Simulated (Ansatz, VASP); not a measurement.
Two plane-wave programs on NaCl

The input POSCAR:

```
NaCl
1.0
    0.0000000000      2.8027319359      2.8027319359
    2.8027319359      0.0000000000      2.8027319359
    2.8027319359      2.8027319359      0.0000000000
Na Cl
1 1
Direct
    0.0000000000      0.0000000000      0.0000000000
    0.5000000000      0.5000000000      0.5000000000
```

The input INCAR.step1:

```
SYSTEM = NaCl
PREC = Accurate ; ENCUT = 520
ISMEAR = 0 ; SIGMA = 0.01
LREAL = .FALSE. ; LASPH = .TRUE.
NELM = 60 ; NBANDS = 14
GGA = PE ; ALGO = Normal
EDIFF = 1E-4 ; LWAVE = .TRUE.
LCHARG = .FALSE.
```

INCAR.step2

```
SYSTEM = NaCl
PREC = Accurate ; ENCUT = 520
EDIFF = 1E-7 ; ISMEAR = 0
SIGMA = 0.01 ; LREAL = .FALSE.
LASPH = .TRUE. ; NELM = 60
ALGO = Normal ; ISIF = 2
LWAVE = .FALSE. ; LCHARG = .FALSE.
METAGGA = R2SCAN ; LMIXTAU = .TRUE.
NBANDS = 14 ; ISTART = 1
```

KPOINTS

```
regular mesh
0
G
  6 6 6
  0 0 0
```

Input for Ansatz:

```yaml
crystal:
  lattice:
    - [0.0, 2.8027319359, 2.8027319359]
    - [2.8027319359, 0.0, 2.8027319359]
    - [2.8027319359, 2.8027319359, 0.0]
  atoms:
    - { symbol: Na, position: [0.0, 0.0, 0.0] }
    - { symbol: Cl, position: [0.5, 0.5, 0.5] }
kpoints:
  mp_grid: { grid: [6, 6, 6] }
hamiltonian:
  xc: r2scan
scf:
  occupations: { method: fixed }
  n_extra_bands: 4
output:
  forces: true
  stress: true
  eigenvalues: true
```

Alike in both runs: task single point; functional r2SCAN; k mesh 6 × 6 × 6; no spin polarisation.

|  | VASP | Ansatz |
| --- | --- | --- |
| version | VASP 6.6.1 | Ansatz 0.2.0 |
| potentials or method | VASP PAW PBE potentials, release 64 (Na_pv, Cl) | plane waves, PAW |
| plane-wave cutoff (eV) | 520 | 500 |
| occupations | gaussian, width 0.01 eV | fixed |
| valence electrons in the cell | 14 | 16 |

Ansatz gave:

- gap on the k mesh at the Fermi level (eV): 5.98
- pressure (GPa): 0.0

**Question.** Estimate VASP's values.

**Answer.** gap on the k mesh at the Fermi level (eV): 6.00; pressure (GPa): -0.2.

The two sets of potentials don't hold the same shells in valence.

Caveats: the PAW data sets were made with another functional, which shifts forces and pressure a little (VASP).
